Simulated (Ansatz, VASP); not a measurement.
# Two plane-wave programs on SiGe

```
Si Ge
1.0
     4.09967    0.00000    0.00000
    -2.04984    3.55042    0.00000
     0.00000    0.00000    6.45078
Si Ge
2 2
Cartesian
  2.0498 1.1835 5.6419
  0.0000 2.3669 2.4165
  2.0498 1.1835 3.2279
  0.0000 2.3669 0.0025
```

Change from the starting cell: strain +0.050 along x and y, +0.000 along z, atoms carried along.

Alike in both runs: task single point; functional PBEsol; k mesh 12 × 12 × 6; occupations gaussian, width 0.03 eV; no spin polarisation.

```csv
,VASP,Ansatz
version,VASP 6.6.1,Ansatz 0.2.0
potentials or method,"VASP PAW PBE potentials, release 64 (Si, Ge_d)","scalar-relativistic, plane waves, PAW"
plane-wave cutoff (eV),520,420
valence electrons in the cell,36,36
```

VASP gave:

```
gap on the k mesh at the Fermi level (eV)       : none
pressure (GPa)                                  : -6.2
largest component of the traceless stress (GPa) : 5.11
rms of the force components (eV/Å)              : 0.225
```

Q: Which values does Ansatz return?

A: gap on the k mesh at the Fermi level (eV): none; pressure (GPa): -6.2; largest component of the traceless stress (GPa): 5.10; rms of the force components (eV/Å): 0.226.

Atom by atom the forces differ by 0.001 eV/Å (rms over components). A gap of «none» marks a metal or a gap that the smearing closes. The functional is the same, so the differences come from potentials, cutoffs and numerics.

Caveats: the PAW data sets were made with another functional, which shifts forces and pressure a little (VASP).
